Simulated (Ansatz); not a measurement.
## BeTe under changes of volume

One of the cells (19.256 Å³/atom); the others are scaled copies at fixed shape and fractional positions:

```xyz
2
Lattice="0.0000 2.6803 2.6803 2.6803 0.0000 2.6803 2.6803 2.6803 0.0000" Properties=species:S:1:pos:R:3 pbc="T T T"
Be    2.6803    2.6803    2.6803
Te    0.0000    0.0000    0.0000
```

The cell was built by a generator and needn't be a form met in nature.

- Program: Ansatz 0.2.0
- Functional: PBE
- Potentials or basis: Ansatz PAW
- Cutoff: 420 eV (not typed: the program's choice for these potentials)
- k mesh: 9 × 9 × 9
- Occupations: fermi-dirac, width 0.05 eV
- Spin: no spin polarisation

```tsv
volume (Å³/atom)	energy over the lowest point (meV/atom)	pressure (GPa)
18.100	15.27	4.6
18.485	6.36	2.9
18.870	?	?
19.256	0.00	-0.1
19.641	1.80	-1.4
20.026	6.51	-2.5
20.411	13.82	-3.5
```

What does the run at 18.870 Å³/atom give?

Energy over the lowest point 1.40 meV/atom; pressure 1.3 GPa.

Worked out: A Birch-Murnaghan fit of order 3 (a polynomial in V^(-2/3)) to the other rows has its minimum at 19.22 Å³/atom with B0 = V·E''(V) = 67 GPa and B' = 4.2. It gives 1.40 meV/atom at 18.870 Å³/atom, against the run's 1.40, and -dE/dV = 1.3 GPa, against 1.3.

Energies are extrapolated to zero smearing.
